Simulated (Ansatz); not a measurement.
## CsBr (Pm-3m): G0W0 against its settings

CsBr (started from an entry of an open crystallographic database), relaxed with r2SCAN; one-shot G0W0 in Ansatz without spin-orbit coupling. The values are computed, spin-unpolarised, and not measurements.

```cif
data_structure
_symmetry_space_group_name_H-M 'P 1'
_symmetry_Int_Tables_number 1
_cell_length_a 4.3196
_cell_length_b 4.3196
_cell_length_c 4.3196
_cell_angle_alpha 90.000
_cell_angle_beta 90.000
_cell_angle_gamma 90.000
_cell_volume 80.60
loop_
_atom_site_label
_atom_site_type_symbol
_atom_site_fract_x
_atom_site_fract_y
_atom_site_fract_z
_atom_site_occupancy
Cs1 Cs 0.00000 0.00000 0.00000 1
Br1 Br 0.50000 0.50000 0.50000 1
```

Gaps are read over the mesh points alone. G0W0 here is at a finite number of bands, screening cutoff and k mesh, not at the basis limit.
```tsv
start	potentials	frequency model	mesh	empty bands	screening cutoff (eV)	Kohn-Sham gap (eV)	G0W0 gap (eV)
PBE	PAW	contour deformation	4×4×4	183	100	4.44	6.59
PBE	PAW	contour deformation	4×4×4	441	180	4.44	6.74
PBE	PAW	contour deformation	4×4×4	857	260	4.44	6.79
HSE06	PAW	contour deformation	4×4×4	441	180	5.61	7.29
r2SCAN	PAW	contour deformation	4×4×4	441	180	5.20	7.08
PBE0	PAW	contour deformation	4×4×4	441	180	6.31	7.51
PBE	PAW	Godby-Needs pole	4×4×4	441	180	4.44	6.69
PBE	PAW	contour deformation	6×6×6	130	80	4.44	6.50
PBE	norm-conserving	contour deformation	4×4×4	441	180	4.43	6.68
```

The quasiparticle gap on this mesh is 6.79 eV (M to Γ), against 4.44 eV from PBE: +2.35 eV. Renormalisation factors Z lie between 0.79 and 0.85.

Raising bands and cutoff together moves the gap by +0.15 eV (100 to 180 eV), then +0.05 eV (180 to 260 eV); the last step is still large, so the basis limit isn't reached. Starting from HSE06 (5.61 eV against PBE's 4.44 eV) gives 7.29 eV, +0.55 eV from G0W0@PBE at the same screening cutoff. Starting from r2SCAN (5.20 eV against PBE's 4.44 eV) gives 7.08 eV, +0.34 eV from G0W0@PBE at the same screening cutoff. Starting from PBE0 (6.31 eV against PBE's 4.44 eV) gives 7.51 eV, +0.77 eV from G0W0@PBE at the same screening cutoff. The Godby-Needs plasmon pole differs from contour deformation by -0.05 eV. Norm-conserving potentials (wave cutoff 680 eV against 420 eV) shift the quasiparticle gap by -0.06 eV and the PBE gap by -0.01 eV. r2SCAN runs take a wave cutoff of 500 eV.
